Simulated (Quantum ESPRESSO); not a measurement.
# KCl (Sylvite) (Fm-3m) in Quantum ESPRESSO: notebook

The runs below take KCl (Sylvite) through phonons, with LDA, PBE.

Everything below comes from runs of Quantum ESPRESSO 7.5. Logs are shortened: lines on timing, memory, paths and dates and some standing lists are left out, and cuts for length are marked.

**What was measured.**

From a printed reference work, textbook, for a bulk crystal of KCl at 80 K: high-frequency dielectric constant 2.19.

The results are compared with them further down.

## Step 1: The structure

It takes space group Fm-3m (No. 225, cubic). Conventional cell: a = 6.293 Å, b = 6.293 Å, c = 6.293 Å, α = 90.00°, β = 90.00°, γ = 90.00°. K (site symmetry m-3m) has 6 Cl at 3.15 Å as nearest neighbours. Around Cl (site symmetry m-3m) lie 6 K at 3.15 Å.

## Step 2: Phonons, LDA, target pressure 15 GPa, at which the enthalpy is minimised

The input, pw.in:

```
&CONTROL
  calculation = 'scf'
  prefix = 'pwscf'
  outdir = './tmp'
  pseudo_dir = './pseudo'
  tprnfor = .true.
  tstress = .true.
  disk_io = 'low'
/
&SYSTEM
  ibrav = 0
  nat = 2
  ntyp = 2
  ecutwfc = 72
  nbnd = 14
  occupations = 'smearing'
  smearing = 'fd'
  degauss = 0.00367493
/
&ELECTRONS
  conv_thr = 4d-10
  electron_maxstep = 120
  mixing_beta = 0.5
/
ATOMIC_SPECIES
K     39.0983 K.upf
Cl    35.4500 Cl.upf
CELL_PARAMETERS angstrom
   0.0000000000    3.1464700000    3.1464700000
   3.1464700000    0.0000000000    3.1464700000
   3.1464700000    3.1464700000    0.0000000000
ATOMIC_POSITIONS crystal
K      0.0000000000    0.0000000000    0.0000000000
Cl     0.5000000000    0.5000000000    0.5000000000
K_POINTS automatic
4 4 4 1 1 1
```

The input, relax.in:

```
&CONTROL
  calculation = 'vc-relax'
  prefix = 'pwscf'
  outdir = './tmp'
  pseudo_dir = './pseudo'
  tprnfor = .true.
  tstress = .true.
  disk_io = 'low'
  nstep = 40
  forc_conv_thr = 0.0001
  etot_conv_thr = 1d-06
/
&SYSTEM
  ibrav = 0
  nat = 2
  ntyp = 2
  ecutwfc = 72
  nbnd = 14
  occupations = 'smearing'
  smearing = 'fd'
  degauss = 0.00367493
/
&ELECTRONS
  conv_thr = 4d-10
  electron_maxstep = 120
  mixing_beta = 0.5
/
&IONS
  ion_dynamics = 'bfgs'
/
&CELL
  cell_dynamics = 'bfgs'
  press = 150
  press_conv_thr = 0.2
/
ATOMIC_SPECIES
K     39.0983 K.upf
Cl    35.4500 Cl.upf
CELL_PARAMETERS angstrom
   0.0000000000    3.1464700000    3.1464700000
   3.1464700000    0.0000000000    3.1464700000
   3.1464700000    3.1464700000    0.0000000000
ATOMIC_POSITIONS crystal
K      0.0000000000    0.0000000000    0.0000000000
Cl     0.5000000000    0.5000000000    0.5000000000
K_POINTS automatic
4 4 4 1 1 1
```

The input, scf2.in:

```
&CONTROL
  calculation = 'scf'
  prefix = 'pwscf'
  outdir = './tmp'
  pseudo_dir = './pseudo'
  tprnfor = .true.
  tstress = .true.
  disk_io = 'low'
/
&SYSTEM
  ibrav = 0
  nat = 2
  ntyp = 2
  ecutwfc = 72
  nbnd = 14
  occupations = 'fixed'
/
&ELECTRONS
  conv_thr = 1d-13
  electron_maxstep = 120
  mixing_beta = 0.5
  startingpot = 'file'
  startingwfc = 'file'
/
ATOMIC_SPECIES
K     39.0983 K.upf
Cl    35.4500 Cl.upf
CELL_PARAMETERS angstrom
   0.0000000000    2.7520798192    2.7520798192
   2.7520798192    0.0000000000    2.7520798192
   2.7520798192    2.7520798192    0.0000000000
ATOMIC_POSITIONS crystal
K      0.0000000000    0.0000000000    0.0000000000
Cl     0.5000000000    0.5000000000    0.5000000000
K_POINTS automatic
4 4 4 1 1 1
```

The input, ph.in:

```
phonons of KCl
&INPUTPH
  prefix = 'pwscf'
  outdir = './tmp'
  tr2_ph = 1d-18
  fildyn = 'dyn'
  niter_ph = 90
  alpha_mix(1) = 0.7
  epsil = .true.
/
0.0000000000 0.0000000000 0.0000000000
```

The input, dynmat.in:

```
&INPUT
  fildyn = 'dyn'
  asr = 'crystal'
  lperm = .true.
  filout = 'dynmat.disp'
  fileig = 'dynmat.eig'
/
```

The input, dynmat_lo.in:

```
&INPUT
  fildyn = 'dyn'
  asr = 'crystal'
  filout = 'dynmat_lo.disp'
  fileig = 'dynmat_lo.eig'
  q(1) = 0
  q(2) = 0
  q(3) = 1
/
```

Potentials or basis: PseudoDojo 0.4.1 SR LDA standard.

Started as:

```
> OMP_NUM_THREADS=1 pw.x -in pw.in > pw.out
> OMP_NUM_THREADS=1 pw.x -in relax.in > relax.out
> OMP_NUM_THREADS=1 pw.x -in scf2.in > scf2.out
> OMP_NUM_THREADS=1 ph.x -in ph.in > ph.out
> OMP_NUM_THREADS=1 dynmat.x -in dynmat.in > dynmat.out
> OMP_NUM_THREADS=1 dynmat.x -in dynmat_lo.in > dynmat_lo.out
```

pw.out:

```text
This program is part of the open-source Quantum ESPRESSO suite
     for quantum simulation of materials; please cite
[... 9 lines left out ...]
     --------------------
     sticks:   dense  smooth     PW     G-vecs:    dense   smooth      PW
     Sum        1393    1393    421                34621    34621    5521

     Using Slab Decomposition

     bravais-lattice index     =            0
     lattice parameter (alat)  =       8.4089  a.u.
     unit-cell volume          =     420.4336 (a.u.)^3
     number of atoms/cell      =            2
     number of atomic types    =            2
     number of electrons       =        16.00
     number of Kohn-Sham states=           14
     kinetic-energy cutoff     =      72.0000  Ry
     charge density cutoff     =     288.0000  Ry
     scf convergence threshold =      4.0E-10
     mixing beta               =       0.5000
     number of iterations used =            8  plain     mixing
     Exchange-correlation= SLA  PW   NOGX NOGC
                           (   1   4   0   0   0   0   0)

     celldm(1)=   8.408867  celldm(2)=   0.000000  celldm(3)=   0.000000
     celldm(4)=   0.000000  celldm(5)=   0.000000  celldm(6)=   0.000000

[... 8 lines left out ...]
               b(3) = (  0.707107  0.707107 -0.707107 )

     PseudoPot. # 1 for K  read from file:
     K.upf
     Pseudo is Norm-conserving + core correction, Zval =  9.0
     Generated using ONCVPSP code by D. R. Hamann
     Using radial grid of 2170 points,  6 beta functions with:
                l(1) =   0
                l(2) =   0
                l(3) =   1
                l(4) =   1
                l(5) =   2
                l(6) =   2

     PseudoPot. # 2 for Cl read from file:
     Cl.upf
     Pseudo is Norm-conserving + core correction, Zval =  7.0
     Generated using ONCVPSP code by D. R. Hamann
     Using radial grid of 1016 points,  6 beta functions with:
                l(1) =   0
                l(2) =   0
                l(3) =   1
                l(4) =   1
                l(5) =   2
                l(6) =   2

     atomic species   valence    mass     pseudopotential
     K                 9.00    39.09830     K ( 1.00)
     Cl                7.00    35.45000     Cl( 1.00)

     48 Sym. Ops., with inversion, found

   Cartesian axes

     site n.     atom                  positions (alat units)
         1        K      tau(   1) = (   0.0000000   0.0000000   0.0000000  )
         2        Cl     tau(   2) = (   0.7071068   0.7071068   0.7071068  )

     number of k points=    10  Fermi-Dirac smearing, width (Ry)=  0.0037
                       cart. coord. in units 2pi/alat
        k(    1) = (   0.0883883   0.0883883   0.0883883), wk =   0.0625000
        k(    2) = (   0.2651650   0.2651650  -0.0883883), wk =   0.1875000
        k(    3) = (  -0.2651650  -0.2651650   0.4419417), wk =   0.1875000
        k(    4) = (  -0.0883883  -0.0883883   0.2651650), wk =   0.1875000
        k(    5) = (   0.4419417   0.0883883   0.0883883), wk =   0.1875000
        k(    6) = (  -0.0883883  -0.4419417   0.6187184), wk =   0.3750000
        k(    7) = (   0.0883883  -0.2651650   0.4419417), wk =   0.3750000
        k(    8) = (  -0.6187184   0.0883883   0.0883883), wk =   0.1875000
        k(    9) = (   0.2651650   0.2651650   0.2651650), wk =   0.0625000
        k(   10) = (  -0.2651650  -0.2651650   0.7954951), wk =   0.1875000

     Dense  grid:    34621 G-vectors     FFT dimensions: (  45,  45,  45)

     Initial potential from superposition of free atoms

     starting charge      15.9839, renormalised to      16.0000
     Starting wfcs are    9 randomized atomic wfcs +    5 random wfcs

     Self-consistent Calculation

     iteration #  1     ecut=    72.00 Ry     beta= 0.50
     Davidson diagonalization with overlap
     ethr =  1.00E-02,  avg # of iterations =  7.1

     Threshold (ethr) on eigenvalues was too large:
     Diagonalizing with lowered threshold

     Davidson diagonalization with overlap
     ethr =  3.99E-04,  avg # of iterations =  4.0

     total energy              =     -92.91584816 Ry
     estimated scf accuracy    <       0.06163693 Ry

     iteration #  2     ecut=    72.00 Ry     beta= 0.50
     Davidson diagonalization with overlap
     ethr =  3.85E-04,  avg # of iterations =  2.9

     total energy              =     -92.92971017 Ry
     estimated scf accuracy    <       0.00395198 Ry

     iteration #  3     ecut=    72.00 Ry     beta= 0.50
     Davidson diagonalization with overlap
     ethr =  2.47E-05,  avg # of iterations =  6.5

     total energy              =     -92.93006617 Ry
     estimated scf accuracy    <       0.00071390 Ry

     iteration #  4     ecut=    72.00 Ry     beta= 0.50
     Davidson diagonalization with overlap
     ethr =  4.46E-06,  avg # of iterations =  4.3

     total energy              =     -92.93009712 Ry
     estimated scf accuracy    <       0.00000580 Ry

     iteration #  5     ecut=    72.00 Ry     beta= 0.50
     Davidson diagonalization with overlap
     ethr =  3.63E-08,  avg # of iterations =  3.2

     total energy              =     -92.93009957 Ry
     estimated scf accuracy    <       0.00000039 Ry

     iteration #  6     ecut=    72.00 Ry     beta= 0.50
     Davidson diagonalization with overlap
     ethr =  2.45E-09,  avg # of iterations =  2.5

     total energy              =     -92.93009963 Ry
     estimated scf accuracy    <       0.00000008 Ry

     iteration #  7     ecut=    72.00 Ry     beta= 0.50
     Davidson diagonalization with overlap
     ethr =  4.97E-10,  avg # of iterations =  2.0

     End of self-consistent calculation

          k = 0.0884 0.0884 0.0884 (  4357 PWs)   bands (ev):

   -26.2393 -11.4418  -9.8984  -9.8984  -9.8578   0.4299   0.5845   0.5845
     5.7719   8.5809   8.9125   8.9125   9.8419   9.8419

          k = 0.2652 0.2652-0.0884 (  4335 PWs)   bands (ev):

   -26.2327 -11.5269  -9.9290  -9.8996  -9.7375  -0.1522   0.3738   0.4141
     7.1806   8.3433   9.6433  10.2253  10.4303  11.0778

          k =-0.2652-0.2652 0.4419 (  4344 PWs)   bands (ev):

   -26.2288 -11.5634  -9.9244  -9.9147  -9.6953  -0.3933   0.2596   0.3091
     7.8880   8.7370  10.6293  11.0064  11.1337  11.5685

          k =-0.0884-0.0884 0.2652 (  4350 PWs)   bands (ev):

   -26.2355 -11.4828  -9.9135  -9.9096  -9.7950   0.0597   0.4859   0.5130
     6.5533   8.0530   9.5789   9.6748  10.0744  10.5608

          k = 0.4419 0.0884 0.0884 (  4334 PWs)   bands (ev):

   -26.2301 -11.4522  -9.9398  -9.9350  -9.8351  -0.1346   0.3853   0.4323
     7.3963   7.6310  10.4398  10.7913  10.9199  10.9535

          k =-0.0884-0.4419 0.6187 (  4333 PWs)   bands (ev):

   -26.2263 -11.4239 -10.0016  -9.9669  -9.8140  -0.0434   0.1557   0.2813
     7.8012   8.8157   9.7693  10.4933  11.5308  11.7695

          k = 0.0884-0.2652 0.4419 (  4340 PWs)   bands (ev):

   -26.2289 -11.5053  -9.9546  -9.9227  -9.7541  -0.2284   0.2755   0.3265
     7.8826   8.2338  10.3462  10.6192  11.0055  11.4635

          k =-0.6187 0.0884 0.0884 (  4325 PWs)   bands (ev):

   -26.2264 -11.3570 -10.0202  -9.9504  -9.9165  -0.0598   0.3093   0.3875
     7.0642   8.6308  10.1388  10.7616  11.0130  11.8737

          k = 0.2652 0.2652 0.2652 (  4326 PWs)   bands (ev):

   -26.2310 -11.5752  -9.9057  -9.9057  -9.6854  -0.3559   0.3404   0.3404
     7.5135   8.6651  10.2945  10.2945  11.1846  11.1846

          k =-0.2652-0.2652 0.7955 (  4343 PWs)   bands (ev):

   -26.2273 -11.4949  -9.9825  -9.9213  -9.7563  -0.2138   0.1768   0.2974
     8.0636   8.7762  10.1197  10.6153  10.8853  12.0437

     the Fermi energy is     2.7229 ev

!    total energy              =     -92.93009965 Ry
     estimated scf accuracy    <          3.2E-10 Ry
     smearing contrib. (-TS)   =       0.00000000 Ry
     internal energy E=F+TS    =     -92.93009965 Ry

     The total energy is F=E-TS. E is the sum of the following terms:
     one-electron contribution =     -29.58300882 Ry
     hartree contribution      =      19.72538334 Ry
     xc contribution           =     -21.40559412 Ry
     ewald contribution        =     -61.66688004 Ry

     convergence has been achieved in   7 iterations

     Forces acting on atoms (cartesian axes, Ry/au):

     atom    1 type  1   force =    -0.00000000    0.00000000   -0.00000000
     atom    2 type  2   force =     0.00000000    0.00000000   -0.00000000

     Total force =     0.000000     Total SCF correction =     0.000000

     Computing stress (Cartesian axis) and pressure

          total   stress  (Ry/bohr**3)                   (kbar)     P=      -19.75
  -0.00013425   0.00000000  -0.00000000          -19.75        0.00       -0.00
   0.00000000  -0.00013425  -0.00000000            0.00      -19.75       -0.00
  -0.00000000  -0.00000000  -0.00013425           -0.00       -0.00      -19.75

=------------------------------------------------------------------------------=
   JOB DONE.
=------------------------------------------------------------------------------=
```

scf2.out:

```text
This program is part of the open-source Quantum ESPRESSO suite
     for quantum simulation of materials; please cite
[... 9 lines left out ...]
     --------------------
     sticks:   dense  smooth     PW     G-vecs:    dense   smooth      PW
     Sum        1069    1069    313                23289    23289    3719
[... 180 lines left out ...]
   0.00101927   0.00000000   0.00000000          149.94        0.00        0.00
   0.00000000   0.00101927   0.00000000            0.00      149.94        0.00
   0.00000000   0.00000000   0.00101927            0.00        0.00      149.94

=------------------------------------------------------------------------------=
   JOB DONE.
=------------------------------------------------------------------------------=
```

Run time: 3.2 min. Hardware: 1 thread of Arm Neoverse V1, shared host; peak memory 0.07 GiB.

Results:

```yaml
Free_energy: -1263.9188 eV
Relaxed_volume: 20.84 Å³/atom
Relaxed_cell: a = 3.892 Å, b = 3.892 Å, c = 3.892 Å, α = 60.00°, β = 60.00°, γ = 60.00°
Space_group_after_relaxing_to_0.05_Å: Fm-3m (No. 225)
Pressure_after_relaxing: 15.0 GPa
Electronic_dielectric_tensor_diagonal: 2.92
Born_charges_mean_of_the_diagonal: K +1.08; Cl -1.08 e
Highest_phonon_frequency_at_Γ_LO-TO_splitting_left_out: 283 cm⁻¹
Static_dielectric_tensor_diagonal: 3.85
```

The path:
| step | energy change (eV) | largest force (eV/Å) | pressure (GPa) | volume (Å³) |
| --- | --- | --- | --- | --- |
| 1 | 0.0000 | 0.0000 | -1.97 | 62.30 |
| 2 | -0.0415 | 0.0000 | -0.42 | 57.06 |
| 3 | 0.0247 | 0.0000 | 3.88 | 49.77 |
| 4 | 0.6327 | 0.0000 | 18.82 | 40.04 |
| 5 | 0.4181 | 0.0000 | 14.07 | 42.14 |
| 6 | 0.4569 | 0.0000 | 14.95 | 41.71 |
| 7 | 0.4594 | 0.0000 | 15.00 | 41.69 |

Final structure:
```
CELL_PARAMETERS angstrom
0.00000 2.75208 2.75208
2.75208 0.00000 2.75208
2.75208 2.75208 0.00000
ATOMIC_POSITIONS crystal
K 0.00000 0.00000 0.00000
Cl 0.50000 0.50000 0.50000
```

Phonon frequencies in cm⁻¹ (negative: imaginary):
```
              q point           frequencies
(0.000, 0.000, 0.000)  -1 -1 -1 283 283 283
```

Electronic dielectric tensor:
```
2.92 0.00 0.00
0.00 2.92 0.00
0.00 0.00 2.92
```

Born effective charge tensors (e):
atom 1, K
```
1.08 0.00 0.00
0.00 1.08 0.00
0.00 0.00 1.08
```
atom 2, Cl
```
-1.08  0.00  0.00
 0.00 -1.08  0.00
 0.00  0.00 -1.08
```

Optical modes at Γ, degenerate ones joined, polar ones without the macroscopic field:
```tsv
cm⁻¹	components	symmetry	active in	IR intensity, summed ((D/Å)²/amu)
283	3	T1u	IR	4.33
```

Zone-centre frequencies without and with the macroscopic field along z (cm⁻¹):
```csv
,optical modes in rising order
without,283 283 283
with the field,283 283 324
```

Static dielectric tensor, electrons and zone-centre modes:
```
3.85 0.00 0.00
0.00 3.85 0.00
0.00 0.00 3.85
```

Caveat: the volume moved by over 15 % at a fixed basis, so the end points are rough; the cell is more than 3 GPa from zero pressure, which shifts response properties.

(Continued in part 2 of 4.)
